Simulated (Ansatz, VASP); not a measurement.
# One calculation of Ge, two programs

Contents of INCAR:

```
SYSTEM = Ge
PREC = Accurate ; ENCUT = 520
EDIFF = 1E-6 ; ISMEAR = 0
SIGMA = 0.012 ; LREAL = .False.
LASPH = .True. ; NELM = 60
ALGO = Normal ; ISIF = 2
LWAVE = .False. ; LCHARG = .False.
GGA = PE
```

Contents of KPOINTS:

```
regular mesh
0
Gamma
  8 8 8
  0 0 0
```

Contents of POSCAR:

```
Ge
1.0
    0.0000000000      2.8289100000      2.8289100000
    2.8289100000      0.0000000000      2.8289100000
    2.8289100000      2.8289100000      0.0000000000
Ge
2
Direct
    0.7500000000      0.7500000000      0.7500000000
    0.5000000000      0.5000000000      0.5000000000
```

input.yaml

```yaml
crystal:
  lattice:
    - [0.0, 2.82891, 2.82891]
    - [2.82891, 0.0, 2.82891]
    - [2.82891, 2.82891, 0.0]
  atoms:
    - { symbol: Ge, position: [0.75, 0.75, 0.75] }
    - { symbol: Ge, position: [0.5, 0.5, 0.5] }
hamiltonian:
  xc: pbe
  pseudopotentials: { kind: paw }
kpoints:
  mp_grid: { grid: [8, 8, 8] }
scf:
  occupations: { method: gaussian, width: 0.012 }
output:
  forces: true
  stress: true
  eigenvalues: true
  write_density: true
  write_potential: true
  elf: true
  volumetric_format: npy
```

Alike in both runs: task single point; functional PBE; k mesh 8 × 8 × 8; occupations gaussian, width 0.012 eV; no spin polarisation.

```csv
,VASP,Ansatz
version,VASP 6.6.1,Ansatz 0.2.0
potentials or method,"VASP PAW PBE potentials, release 64 (Ge_d)",Ansatz PAW
plane-wave cutoff (eV),520,420
valence electrons in the cell,28,28
```

```tsv
	VASP	Ansatz	Ansatz less VASP
gap on the k mesh at the Fermi level (eV)	0.03	0.03	-0.005
least direct gap on the mesh (eV)	0.03	0.03	-0.005
pressure (GPa)	3.4	3.6	+0.12
```

With one functional, cell and mesh, what is left measures potentials, basis and numerics.

A k mesh can miss the band edges. A hybrid or GW would open this gap; PBE tends to underestimate it.
